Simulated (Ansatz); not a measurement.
MnO2:

```
Mn O
1.0
     1.42843    0.82471    4.58393
    -1.42843    0.82471    4.58393
     0.00000   -1.64941    4.58393
Mn O
1 2
Cartesian
  0.0000 0.0000 0.0000
  0.0000 0.0000 10.1163
  0.0000 0.0000 3.6355
```

Measurements of this composition are mostly on another form, of space group No. 136.

Base run:

```yaml
Program: Ansatz 0.2.0
Functional: PBEsol
Potentials_or_basis: all-electron LAPW, scalar-relativistic
Cutoff: 418 eV
Density_cutoff: 1671 eV
Basis_error_allowed: 0.002 eV/atom
k_mesh: 11 × 11 × 11
Occupations: fermi-dirac, width 0.05 eV
Spin: collinear spin, ferromagnetic start
Starting_moments: "[4.0, 0.0, 0.0] μB"
```

Its results: band gap on the k mesh 0.78 eV, indirect (least direct gap 0.85 eV); pressure -2.0 GPa; net moment 3.00 μB per cell; site moments Mn +2.72; O +0.05 μB; largest force 0.161 eV/Å.

Task: The run is repeated on the same cell with these changes: functional from PBEsol to LDA. What comes out?

Result: Band gap on the k mesh 0.48 eV, indirect (least direct gap 0.53 eV); pressure -8.5 GPa; net moment 3.00 μB per cell; site moments Mn +2.70; O +0.06 μB; largest force 0.531 eV/Å.

LDA binds more tightly than PBEsol, so the same cell stands under less pressure.

Caveats: a cell with one magnetic atom can't hold antiferromagnetic order, which such compounds often take.

A k mesh can miss the band edges.

Not every run made on this cell is shown here.
